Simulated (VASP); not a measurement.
A run of VASP 6.6.1:

The input INCAR:

```
ALGO = Fast
EDIFF = 1E-6
ENCUT = 520
GGA = PS
ISIF = 2
ISMEAR = 0
LASPH = T
LCHARG = F
LREAL = F
LWAVE = F
NBANDS = 26
NELM = 100
PREC = Accurate
SIGMA = 0.05
```

Contents of KPOINTS:

```
k-points
0
Gamma
  9 9 9
```

File POSCAR:

```
GaP
1.0
    1.7875739614      1.0320563078      6.9452749083
   -1.7875739614      1.0320563078      6.9452749083
    0.0000000000     -2.0641126157      6.9452749083
Ga P
2 2
Direct
    0.4353720000      0.4353720000      0.4353720000
    0.5646280000      0.5646280000      0.5646280000
    0.0573890000      0.0573890000      0.0573890000
    0.9426110000      0.9426110000      0.9426110000
```

Potentials or basis: VASP PAW PBE potentials, release 64 (Ga_d, P).

Launch:

```console
$ cat potpaw_PBE.64/Ga_d/POTCAR potpaw_PBE.64/P/POTCAR > POTCAR
$ mpirun -np 1 vasp_std > vasp.out
```

Hardware: 1 thread of Intel(R) Xeon(R) 6975P-C (Granite Rapids), with other jobs on the host.

Estimate the wall time of this run.

Run time: 7.2 min on 1 thread of Intel(R) Xeon(R) 6975P-C (Granite Rapids), with other jobs on the host, peak memory 0.46 GiB. Counts: scf iterations 14, k points 85.
